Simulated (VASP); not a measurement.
# AlCu (Pm-3m) in VASP: further runs

The runs below take AlCu through single point, with r2SCAN.

All numbers are computed with VASP 6.6.1; they aren't measurements. Logs are shortened: lines on timing, memory, paths and dates and some standing lists are left out, and cuts for length are marked.

## 1. Starting point

It takes space group Pm-3m (No. 221, cubic). Conventional cell: a = 2.998 Å, b = 2.998 Å, c = 2.998 Å, α = 90.00°, β = 90.00°, γ = 90.00°. Cu (site symmetry m-3m) is surrounded by 8 Al at 2.60 Å. Around Al (site symmetry m-3m) lie 8 Cu at 2.60 Å.

The cell comes from a database or a generator and needn't be the stable form of this composition.

## 2. Single point, r2SCAN

File INCAR:

```
PREC = Accurate
ENCUT = 220
EDIFF = 1E-6
ISMEAR = -1
SIGMA = 0.1
LREAL = False
LASPH = True
NELM = 100
ALGO = Normal
ISIF = 2
LWAVE = False
LCHARG = False
METAGGA = R2SCAN
LMIXTAU = True
ADDGRID = False
```

File KPOINTS:

```
Automatic mesh
0
Gamma
  12 12 12
```

File POSCAR:

```
AlCu
1.0
    2.9975090000      0.0000000000      0.0000000000
    0.0000000000      2.9975090000      0.0000000000
    0.0000000000      0.0000000000      2.9975090000
Cu Al
1 1
Direct
    0.5000000000      0.5000000000      0.5000000000
    0.0000000000      0.0000000000      0.0000000000
```

Potentials or basis: VASP PAW PBE potentials, release 64 (Cu, Al).

Command:

```sh
$ cat potpaw_PBE.64/Cu/POTCAR potpaw_PBE.64/Al/POTCAR > POTCAR
$ mpirun -np 1 vasp_std > vasp.out
```

OUTCAR:

```text
PREC = Accurate
   ENCUT = 220
   EDIFF = 1E-6
   ISMEAR = -1
   LREAL = False
   LASPH = True
   NELM = 100
   ISIF = 2
   METAGGA = R2SCAN

 Found     84 irreducible k-points:

 Following reciprocal coordinates:
            Coordinates               Weight
  0.000000  0.000000  0.000000      1.000000
  0.083333  0.000000  0.000000      6.000000
  0.166667  0.000000  0.000000      6.000000
  0.250000  0.000000  0.000000      6.000000
  0.333333  0.000000  0.000000      6.000000
  0.416667  0.000000  0.000000      6.000000
   k-points           NKPTS =     84   k-points in BZ     NKDIM =     84   number of bands    NBANDS=     11
   number of dos      NEDOS =    301   number of ions     NIONS =      2
   total plane-waves  NPLWV =   4096
   dimension x,y,z NGX =    16 NGY =   16 NGZ =   16
   dimension x,y,z NGXF=    32 NGYF=   32 NGZF=   32
   ions per type =               1   1
   NGX,Y,Z   is equivalent  to a cutoff of   8.87,  8.87,  8.87 a.u.
   NGXF,Y,Z  is equivalent  to a cutoff of  17.75, 17.75, 17.75 a.u.
 SYSTEM =  unknown system
   PREC   = accura    normal or accurate (medium, high low for compatibility)
   ISTART =      0    job   : 0-new  1-cont  2-samecut
   ICHARG =      2    charge: 1-file 2-atom 10-const
   ISPIN  =      1    spin polarized calculation?
   LNONCOLLINEAR =      F non collinear calculations
   LSORBIT =      F    spin-orbit coupling
   LASPH  =      T    aspherical Exc in radial PAW
   ENCUT  =  220.0 eV  16.17 Ry    4.02 a.u.   3.63  3.63  3.63*2*pi/ulx,y,z
   NELM   =    100;   NELMIN=  2; NELMDL= -5     # of ELM steps
   EDIFF  = 0.1E-05   stopping-criterion for ELM
   LREAL  =      F    real-space projection
   EDIFFG = 0.1E-04   stopping-criterion for IOM
   NSW    =      0    number of steps for IOM
   IBRION =     -1    ionic relax: 0-MD 1-quasi-New 2-CG
   NFREE  =      0    steps in history (QN), initial steepest desc. (CG)
   ISIF   =      2    stress and relaxation
   ISYM   =      2    0-nonsym 1-usesym 2-fastsym
   POTIM  = 0.5000    time-step for ionic-motion
   TEBEG  =    0.0;   TEEND  =   0.0 temperature during run
   PSTRESS=    0.0 pullay stress
   NELECT =      14.0000    total number of electrons
   NUPDOWN=      -1.0000    fix difference up-down
   EMIN   =  10.00;   EMAX   =-10.00  energy-range for DOS
   EFERMI =   0.00;   METHOD = LEGACY
   ISMEAR =    -1;   SIGMA  =   0.10  broadening in eV -4-tet -1-fermi 0-gaus
   EFERMI_NEDOS =   21; number of points for ismear=-14 and -15
   IALGO  =     38    algorithm
   IMIX   =      4    mixing-type and parameters
     AMIX     =   0.40;   BMIX     =  1.00
     AMIX_MAG =   1.60;   BMIX_MAG =  1.00
  volume/ion in A,a.u.               =      13.47        90.88
  Fermi-wavevector in a.u.,A,eV,Ry     =   1.316306  2.487459 23.574307  1.732663
  Thomas-Fermi vector in A             =   2.446428
   LORBIT       =      0    0 simple, 1 ext, 2 COOP (PROOUT), +10 PAW based schemes
   METAGGA = R2SCAN    functional components
   LHFCALC =     F    Hartree Fock is set to
   AEXX    =    0.0000 exact exchange contribution
   IVDW    =     0    specifies the selected vdW correction
   LEPSILON=     F    determine dielectric tensor
   LRPA    =     F    only Hartree local field effects (RPA)
 non-spin polarized calculation
  energy-cutoff  :      220.00
  volume of cell :       26.93
 maximum number of plane-waves:       211
 NGX is ok and might be reduce to    16
   NGX =  7   NGY =  7   NGZ =  7

 number of electron      14.0000133 magnetization

 Free energy of the ion-electron system (eV)
  ---------------------------------------------------
  ext. energy  EPLUGINS =         0.00000000
  ---------------------------------------------------
  free energy    TOTEN  =       -17.21835315 eV

  energy without entropy =      -17.19996141  energy(sigma->0) =      -17.20915728

 E-fermi :   8.9973     XC(G=0): -12.3615

 val. band max:        8.9503981279   @ k =   0.3333   0.3333   0.0000
 cond. band min:       9.0129222653   @ k =   0.5000   0.5000   0.4167
 fundamental gap:      0.0625241374
 Fermi energy:         8.9973087349

 k-point     1 :       0.0000    0.0000    0.0000
  band No.  band energies     occupation
      1      -3.0544      2.00000
      2       3.8172      2.00000
      3       3.8172      2.00000
      4       4.9430      2.00000
      5       4.9430      2.00000
      6       4.9430      2.00000
      7      13.1528      0.00000
      8      13.1528      0.00000
      9      13.1528      0.00000
     10      15.4457      0.00000
     11      15.4457      0.00000

 k-point     2 :       0.0833    0.0000    0.0000
  band No.  band energies     occupation
      1      -2.9308      2.00000
      2       3.8535      2.00000
      3       3.8770      2.00000
      4       4.9485      2.00000
      5       4.9824      2.00000
      6       4.9824      2.00000
      7      11.7369      0.00000
      8      13.3025      0.00000
      9      13.3025      0.00000
     10      15.4958      0.00000
     11      16.6594      0.00000

 k-point     3 :       0.1667    0.0000    0.0000
  band No.  band energies     occupation
      1      -2.5620      2.00000
      2       3.8185      2.00000
      3       3.9167      2.00000
      4       4.8084      2.00000
      5       4.8084      2.00000
      6       4.9485      2.00000
      7       9.6731      0.00232
      8      13.7357      0.00000
      9      13.7357      0.00000
     10      15.6403      0.00000
     11      17.9628      0.00000

 k-point     4 :       0.2500    0.0000    0.0000
  band No.  band energies     occupation
      1      -1.9539      2.00000
      2       3.7142      2.00000
      3       3.9349      2.00000
      4       4.6306      2.00000
      5       4.6306      2.00000
      6       4.9328      2.00000
      7       7.8016      1.99999
      8      14.4257      0.00000
      9      14.4257      0.00000
     10      15.8520      0.00000
     11      18.8625      0.00000

 k-point     5 :       0.3333    0.0000    0.0000
  band No.  band energies     occupation
      1      -1.1183      2.00000
      2       3.2951      2.00000
      3       3.9976      2.00000
      4       4.5471      2.00000
      5       4.5471      2.00000
      6       4.9710      2.00000
      7       6.4276      2.00000
      8      15.3508      0.00000
      9      15.3508      0.00000
     10      16.1348      0.00000
     11      19.7114      0.00000

 k-point     6 :       0.4167    0.0000    0.0000
  band No.  band energies     occupation
      1      -0.0767      2.00000
      2       2.3709      2.00000
      3       4.0664      2.00000
      4       4.4862      2.00000
      5       4.4862      2.00000
      6       5.1458      2.00000
      7       5.8408      2.00000
      8      16.3949      0.00000
      9      16.4805      0.00000
     10      16.4805      0.00000
     11      19.3631      0.00000

 [... further k-points ...]

------------------------ aborting loop because EDIFF is reached ----------------------------------------

  FORCE on cell =-STRESS in cart. coord.  units (eV):
  Direction    XX          YY          ZZ          XY          YZ          ZX
  --------------------------------------------------------------------------------------
  -------------------------------------------------------------------------------------
  Total      -11.1387579    -11.1387579    -11.1387579      0.0000000      0.0000000     -0.0000000
  in kB     -662.6220120   -662.6220120   -662.6220120      0.0000000      0.0000000     -0.0000000
  external PRESSURE =    -662.6220120 kB  Pullay stress =       0.0000000 kB

 VOLUME and BASIS-vectors are now :
 -----------------------------------------------------------------------------
  energy-cutoff  :      220.00
  volume of cell :       26.93
      direct lattice vectors                 reciprocal lattice vectors
     2.997509000  0.000000000  0.000000000     0.333610341  0.000000000  0.000000000
     0.000000000  2.997509000  0.000000000     0.000000000  0.333610341  0.000000000
     0.000000000  0.000000000  2.997509000     0.000000000  0.000000000  0.333610341

 POSITION                                       TOTAL-FORCE (eV/Angst)
 -----------------------------------------------------------------------------------
      1.49875      1.49875      1.49875         0.000000      0.000000      0.000000
      0.00000      0.00000      0.00000         0.000000      0.000000      0.000000
 -----------------------------------------------------------------------------------
    total drift:                                0.000000      0.000000      0.000000

  FREE ENERGIE OF THE ION-ELECTRON SYSTEM (eV)
  ---------------------------------------------------
  free  energy   TOTEN  =       -17.2183531456 eV

  energy  without entropy=      -17.1999614065  energy(sigma->0) =      -17.20915728
```

Run time: 15 s. Hardware: 1 thread of Intel Xeon 6975P-C (Granite Rapids), shared host; peak memory 0.11 GiB.

The run converged, but a check on its numbers failed (symmetry, net force, bounds or a known fault of this set-up), so they aren't taken as properties of the crystal.

Caveat: the cutoff lies under the usual one of these potentials, so the numbers hold a large basis-set error; a pressure of tens of GPa on the cell as given is suspect, and the run, the potentials or the cell itself is likely at fault; the PAW data sets were made with another functional, which shifts forces and pressure a little.

## 3. Single point, r2SCAN

Changes to INCAR since step 2:

```diff
@@ -1,3 +1,3 @@
 PREC = Accurate
-ENCUT = 220
+ENCUT = 520
 EDIFF = 1E-6
```

File KPOINTS:

```
Automatic mesh
0
Gamma
  8 8 8
```

POSCAR is that of step 2.

Potentials or basis: VASP PAW PBE potentials, release 64 (Cu, Al).

Command:

```sh
$ cat potpaw_PBE.64/Cu/POTCAR potpaw_PBE.64/Al/POTCAR > POTCAR
$ mpirun -np 1 vasp_std > vasp.out
```

Run time: 18 s. Hardware: 1 thread of Intel Xeon 6975P-C (Granite Rapids), shared host; peak memory 0.14 GiB.

The run converged, but some of its settings lie outside the range that counts as converged, so its numbers aren't taken as properties of the crystal.

What came out:

```
Free energy            : -17.8981 eV
Pressure               : -4.7 GPa
Band gap on the k mesh : none (metal or under the smearing width)
```

Caveat: the PAW data sets were made with another functional, which shifts forces and pressure a little.

## 4. Single point, r2SCAN

Changes to INCAR since step 3:

```diff
@@ -1,3 +1,3 @@
 PREC = Accurate
-ENCUT = 520
+ENCUT = 340
 EDIFF = 1E-6
```

File KPOINTS:

```
Automatic mesh
0
Gamma
  10 10 10
```

POSCAR is that of step 3.

Command:

```sh
$ cat potpaw_PBE.64/Cu/POTCAR potpaw_PBE.64/Al/POTCAR > POTCAR
$ mpirun -np 1 vasp_std > vasp.out
```

Run time: 25 s. Hardware: 1 thread of Intel Xeon 6975P-C (Granite Rapids), shared host; peak memory 0.11 GiB.

The run converged, but some of its settings lie outside the range that counts as converged, so its numbers aren't taken as properties of the crystal.

Results:

| Quantity | Value |
| --- | --- |
| Free energy | -17.8782 eV |
| Pressure | -4.6 GPa |
| Band gap on the k mesh | none (metal or under the smearing width) |

Caveat: the cutoff is under 1.25 times the usual one of these potentials, so pressure, stress and relaxed cells hold a basis-set (Pulay) error; the PAW data sets were made with another functional, which shifts forces and pressure a little.
